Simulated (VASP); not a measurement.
# A VASP 6.6.1 single-point calculation on Si

INCAR

```
LREAL = .FALSE.
SIGMA = 0.05
NBANDS = 11
IBRION = -1
LCHARG = .FALSE.
ALGO = Normal
ENCUT = 520
LWAVE = .FALSE.
PREC = Accurate
EDIFF = 1E-7
ISIF = 2
LASPH = .TRUE.
ISMEAR = 2
METAGGA = R2SCAN
NELM = 62
NSW = 0
```

KPOINTS

```
KPOINTS created by Atomic Simulation Environment
0
Gamma
8 8 8
0 0 0
```

POSCAR

```
Si
 1.0000000000000000
     0.0000000000000000    2.7085083012000002    2.7085083012000002
     2.7085083012000002    0.0000000000000000    2.7085083012000002
     2.7085083012000002    2.7085083012000002    0.0000000000000000
 Si
   2
Cartesian
  0.0000000000000000  0.0000000000000000  0.0000000000000000
  1.3542541506000001  1.3542541506000001  1.3542541506000001
```

The recommended PBE PAW datasets give the neutral cell 8 valence electrons.

Command

```
mpirun -np 1 vasp_std
```

OSZICAR

```
N       E                     dE             d eps       ncg     rms          rms(c)
DAV:   1    -0.153008501873E+01   -0.15301E+01   -0.31426E+03   638   0.566E+02
DAV:   2    -0.182081523889E+02   -0.16678E+02   -0.16042E+02   833   0.846E+01
DAV:   3    -0.187082157883E+02   -0.50006E+00   -0.49889E+00   799   0.124E+01
DAV:   4    -0.187117492274E+02   -0.35334E-02   -0.35491E-02   760   0.132E+00
DAV:   5    -0.187117796283E+02   -0.30401E-04   -0.30400E-04   813   0.113E-01    0.610E+00
DAV:   6    -0.175493717732E+02    0.11624E+01   -0.13586E-01   718   0.216E+00    0.420E+00
DAV:   7    -0.175460386066E+02    0.33332E-02   -0.15149E-01   674   0.189E+00    0.313E-01
DAV:   8    -0.175450672700E+02    0.97134E-03   -0.58885E-03   731   0.426E-01    0.411E-01
DAV:   9    -0.175452013319E+02   -0.13406E-03   -0.31514E-04   748   0.141E-01    0.342E-02
DAV:  10    -0.175452126817E+02   -0.11350E-04   -0.59331E-06   768   0.175E-02    0.108E-02
DAV:  11    -0.175452167422E+02   -0.40605E-05   -0.13316E-06   735   0.778E-03    0.280E-03
DAV:  12    -0.175452166518E+02    0.90472E-07   -0.51258E-08   494   0.149E-03
   1 F= -.17545217E+02 E0= -.17545221E+02  d E =0.161312E-04
```

From OUTCAR

```
k-points           NKPTS =     29   k-points in BZ     NKDIM =     29   number of bands    NBANDS=     11

   NELECT =       8.0000    total number of electrons

   dimension x,y,z NGX =    28 NGY =   28 NGZ =   28
   dimension x,y,z NGXF=    56 NGYF=   56 NGZF=   56

  energy-cutoff  :      520.00
  volume of cell :       39.74
      direct lattice vectors                 reciprocal lattice vectors
     0.000000000  2.708508301  2.708508301    -0.184603459  0.184603459  0.184603459
     2.708508301  0.000000000  2.708508301     0.184603459 -0.184603459  0.184603459
     2.708508301  2.708508301  0.000000000     0.184603459  0.184603459 -0.184603459

 k-points in reciprocal lattice and weights: KPOINTS created by Atomic Simulation Env
   0.00000000  0.00000000  0.00000000       0.002
   0.12500000  0.00000000  0.00000000       0.016
   0.25000000  0.00000000  0.00000000       0.016
   0.37500000  0.00000000  0.00000000       0.016
   0.50000000  0.00000000  0.00000000       0.008
   0.12500000  0.12500000  0.00000000       0.012
   0.25000000  0.12500000  0.00000000       0.047
   0.37500000  0.12500000  0.00000000       0.047
   ...

 E-fermi :   5.8480

 k-point     1 :       0.0000    0.0000    0.0000
  band No.  band energies     occupation
      1      -6.7641      2.00000
      2       5.8164      2.00000
      3       5.8164      2.00000
      4       5.8164      2.00000
      5       8.5780      0.00000
      6       8.5780      0.00000
      7       8.5780      0.00000
      8       9.8998      0.00000
      9      13.9457      0.00000
     10      13.9457      0.00000
     11      14.5551      0.00000

 k-point     2 :       0.1250    0.0000    0.0000
  band No.  band energies     occupation
      1      -6.5478      2.00000
      2       4.1768      2.00000
      3       5.5089      2.00000
      4       5.5089      2.00000
      5       8.6395      0.00000
      6       9.0309      0.00000
      7       9.0309      0.00000
      8      11.1798      0.00000
      9      13.4645      0.00000
     10      13.4645      0.00000
     11      15.3502      0.00000

 k-point     3 :       0.2500    0.0000    0.0000
  band No.  band energies     occupation
      1      -5.9168      2.00000
      2       1.7304      2.00000
      3       5.0064      2.00000
      4       5.0064      2.00000
      5       8.2142      0.00000
      6       9.5820      0.00000
      7       9.5820      0.00000
      8      13.4449      0.00000
      9      13.4470      0.00000
     10      13.4470      0.00000
     11      15.5540      0.00000

 k-point     4 :       0.3750    0.0000    0.0000
  band No.  band energies     occupation
      1      -4.9692      2.00000
      2      -0.4049      2.00000
      3       4.6563      2.00000
      4       4.6563      2.00000
      5       7.8581      0.00000
      6       9.5194      0.00000
      7       9.5194      0.00000
      8      14.3383      0.00000
      9      14.9398      0.00000
     10      14.9398      0.00000
     11      16.3667      0.00000

 k-point     5 :       0.5000    0.0000    0.0000
  band No.  band energies     occupation
      1      -4.2915      2.00000
      2      -1.4887      2.00000
      3       4.5364      2.00000
      4       4.5364      2.00000
      5       7.7309      0.00000
      6       9.4002      0.00000
      7       9.4002      0.00000
      8      14.1696      0.00000
      9      16.9994      0.00000
     10      16.9994      0.00000
     11      18.0209      0.00000

 ...

  Total        0.3149518      0.3149518      0.3149518     -0.0000000     -0.0000000     -0.0000000
  in kB       12.6979648     12.6979648     12.6979648     -0.0000000     -0.0000000     -0.0000000
  external PRESSURE =      12.6979648 kB  Pullay stress =       0.0000000 kB

 POSITION                                       TOTAL-FORCE (eV/Angst)
 -----------------------------------------------------------------------------------
      0.00000      0.00000      0.00000        -0.000000     -0.000000      0.000000
      1.35425      1.35425      1.35425         0.000000      0.000000     -0.000000
 -----------------------------------------------------------------------------------
    total drift:                                0.000000      0.000000     -0.000000

  FREE ENERGIE OF THE ION-ELECTRON SYSTEM (eV)
  ---------------------------------------------------
  free  energy   TOTEN  =       -17.5452166518 eV

  energy  without entropy=      -17.5452327829  energy(sigma->0) =      -17.54522068
```

It converged. Results: gap between bands v and c on the k mesh 0.80 eV; least direct gap on the k mesh 2.76 eV; pressure 1.3 GPa. Band v is the last that the valence electrons fill when counted band by band, and c is the next.

For comparison, a separate r²SCAN run of the intended cell, on usual settings and not on those above, gives a gap of 0.80 eV on its mesh and a pressure of 1.3 GPa.

The run above took about 35 s on one core of a shared host (Intel Xeon Platinum 8488C) and held 0.15 GiB at most.
